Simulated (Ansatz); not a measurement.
# TiO2: the cost of one run

Computed with Ansatz 0.2.0 (DFT PBE, scalar-relativistic, plane waves, PAW, unless a step's input says otherwise).

## Step 1: The system as given

The structure is tetragonal, space group I4_1/amd (No. 141). Conventional cell: a = 3.784 Å, b = 3.784 Å, c = 9.515 Å, α = 90.00°, β = 90.00°, γ = 90.00°. Ti (site symmetry -4m2) has 6 O at 1.93 to 1.98 Å in its first shell of neighbours. O (site symmetry 2mm) is surrounded by 3 Ti at 1.93 to 1.98 Å.

Coordinates:

```
Ti O
1.0
     5.67630   -1.89210   -4.75730
    -1.89210    5.67630   -4.75730
     7.56840    7.56840    0.00000
Ti O
16 32
Direct
  0.00000 0.00000 0.00000
  0.50000 0.50000 0.00000
  0.75000 0.25000 0.25000
  0.25000 0.75000 0.25000
  0.50000 0.50000 0.50000
  0.00000 0.00000 0.50000
  0.25000 0.75000 0.75000
  0.75000 0.25000 0.75000
  0.62500 0.87500 0.25000
  0.12500 0.37500 0.25000
  0.37500 0.12500 0.50000
  0.87500 0.62500 0.50000
  0.12500 0.37500 0.75000
  0.62500 0.87500 0.75000
  0.87500 0.62500 0.00000
  0.37500 0.12500 0.00000
  0.79190 0.79190 0.10405
  0.29190 0.29190 0.10405
  0.54190 0.04190 0.35405
  0.04190 0.54190 0.35405
  0.29190 0.29190 0.60405
  0.79190 0.79190 0.60405
  0.04190 0.54190 0.85405
  0.54190 0.04190 0.85405
  0.41690 0.66690 0.35405
  0.91690 0.16690 0.35405
  0.16690 0.91690 0.60405
  0.66690 0.41690 0.60405
  0.91690 0.16690 0.85405
  0.41690 0.66690 0.85405
  0.66690 0.41690 0.10405
  0.16690 0.91690 0.10405
  0.83310 0.08310 0.14595
  0.33310 0.58310 0.14595
  0.58310 0.33310 0.39595
  0.08310 0.83310 0.39595
  0.33310 0.58310 0.64595
  0.83310 0.08310 0.64595
  0.08310 0.83310 0.89595
  0.58310 0.33310 0.89595
  0.20810 0.20810 0.39595
  0.70810 0.70810 0.39595
  0.95810 0.45810 0.64595
  0.45810 0.95810 0.64595
  0.70810 0.70810 0.89595
  0.20810 0.20810 0.89595
  0.45810 0.95810 0.14595
  0.95810 0.45810 0.14595
```

The runs take a perfect supercell of 48 atoms; the defect goes to fractional position (0.000, 0.000, 0.000).

## Step 2: The perfect supercell

File input.yaml:

```yaml
crystal:
  lattice:
    - [5.6763, -1.8921, -4.7573]
    - [-1.8921, 5.6763, -4.7573]
    - [7.5684, 7.5684, 0.0]
  atoms:
    - { symbol: Ti, position: [0.0, 0.0, 0.0] }
    - { symbol: Ti, position: [0.5, 0.5, 0.0] }
    - { symbol: Ti, position: [0.75, 0.25, 0.25] }
    - { symbol: Ti, position: [0.25, 0.75, 0.25] }
    - { symbol: Ti, position: [0.5, 0.5, 0.5] }
    - { symbol: Ti, position: [0.0, 0.0, 0.5] }
    - { symbol: Ti, position: [0.25, 0.75, 0.75] }
    - { symbol: Ti, position: [0.75, 0.25, 0.75] }
    - { symbol: Ti, position: [0.625, 0.875, 0.25] }
    - { symbol: Ti, position: [0.125, 0.375, 0.25] }
    - { symbol: Ti, position: [0.375, 0.125, 0.5] }
    - { symbol: Ti, position: [0.875, 0.625, 0.5] }
    - { symbol: Ti, position: [0.125, 0.375, 0.75] }
    - { symbol: Ti, position: [0.625, 0.875, 0.75] }
    - { symbol: Ti, position: [0.875, 0.625, 0.0] }
    - { symbol: Ti, position: [0.375, 0.125, 0.0] }
    - { symbol: O, position: [0.7919, 0.7919, 0.10405] }
    - { symbol: O, position: [0.2919, 0.2919, 0.10405] }
    - { symbol: O, position: [0.5419, 0.0419, 0.35405] }
    - { symbol: O, position: [0.0419, 0.5419, 0.35405] }
    - { symbol: O, position: [0.2919, 0.2919, 0.60405] }
    - { symbol: O, position: [0.7919, 0.7919, 0.60405] }
    - { symbol: O, position: [0.0419, 0.5419, 0.85405] }
    - { symbol: O, position: [0.5419, 0.0419, 0.85405] }
    - { symbol: O, position: [0.4169, 0.6669, 0.35405] }
    - { symbol: O, position: [0.9169, 0.1669, 0.35405] }
    - { symbol: O, position: [0.1669, 0.9169, 0.60405] }
    - { symbol: O, position: [0.6669, 0.4169, 0.60405] }
    - { symbol: O, position: [0.9169, 0.1669, 0.85405] }
    - { symbol: O, position: [0.4169, 0.6669, 0.85405] }
    - { symbol: O, position: [0.6669, 0.4169, 0.10405] }
    - { symbol: O, position: [0.1669, 0.9169, 0.10405] }
    - { symbol: O, position: [0.8331, 0.0831, 0.14595] }
    - { symbol: O, position: [0.3331, 0.5831, 0.14595] }
    - { symbol: O, position: [0.5831, 0.3331, 0.39595] }
    - { symbol: O, position: [0.0831, 0.8331, 0.39595] }
    - { symbol: O, position: [0.3331, 0.5831, 0.64595] }
    - { symbol: O, position: [0.8331, 0.0831, 0.64595] }
    - { symbol: O, position: [0.0831, 0.8331, 0.89595] }
    - { symbol: O, position: [0.5831, 0.3331, 0.89595] }
    - { symbol: O, position: [0.2081, 0.2081, 0.39595] }
    - { symbol: O, position: [0.7081, 0.7081, 0.39595] }
    - { symbol: O, position: [0.9581, 0.4581, 0.64595] }
    - { symbol: O, position: [0.4581, 0.9581, 0.64595] }
    - { symbol: O, position: [0.7081, 0.7081, 0.89595] }
    - { symbol: O, position: [0.2081, 0.2081, 0.89595] }
    - { symbol: O, position: [0.4581, 0.9581, 0.14595] }
    - { symbol: O, position: [0.9581, 0.4581, 0.14595] }
basis:
  ecutwfc: 420
  fft_grid_basis: typed
kpoints:
  mp_grid: { grid: [2, 2, 1] }
hamiltonian:
  xc: pbe
  pseudopotentials: { kind: paw }
scf:
  occupations: { method: gaussian, width: 0.05 }
output:
  forces: true
  stress: false
  eigenvalues: true
  bader: false
  write_density: true
  volumetric_format: npy
```

The run is started by

```bash
$ ansatz run input.yaml --threads 4 --pin off --max-ram 10240MiB --backend cpu --events-out ev --progress --plain --runs-dir out
```

Q: Estimate wall time and peak memory on 4 threads of Arm Neoverse V1, shared host.

About 7 s, with a peak of 2 GiB.
